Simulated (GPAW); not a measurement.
ZnS (Wurtzite-2H):

```
Zn S
1.0
     3.81100    0.00000    0.00000
    -1.90550    3.30042    0.00000
     0.00000    0.00000    6.23400
Zn S
2 2
Direct
  0.66667 0.33333 0.50000
  0.33333 0.66667 0.00000
  0.66667 0.33333 0.88500
  0.33333 0.66667 0.38500
```

Base run:

- Program: GPAW 26.7.0
- Functional: C09-vdW
- Potentials or basis: GPAW PAW data sets (gpaw-data 1.2.1)
- Cutoff: 600 eV
- Basis: pw
- k mesh: 6 × 6 × 3
- Occupations: fermi-dirac, width 0.05 eV
- Spin: no spin polarisation

Its results: band gap on the k mesh 2.20 eV, direct; largest force 0.335 eV/Å.

Question: After a change of settings the same cell gave: band gap on the k mesh 1.98 eV, direct; largest force 0.296 eV/Å. Which change was it?
A. functional from C09-vdW to r2SCAN
B. functional from C09-vdW to LDA; potentials or basis from GPAW PAW data sets (gpaw-data 1.2.1) to JTH PAW 2.0, LDA
C. functional from C09-vdW to BEEF-vdW; band points from 80 to 60
D. functional from C09-vdW to TASK; band points from 80 to 60

Answer: B.

Caveats: the PAW data sets were made with another functional, which shifts forces and pressure a little (some runs); the program truncates these outside data sets (some runs).

Not every run made on this cell is shown here.
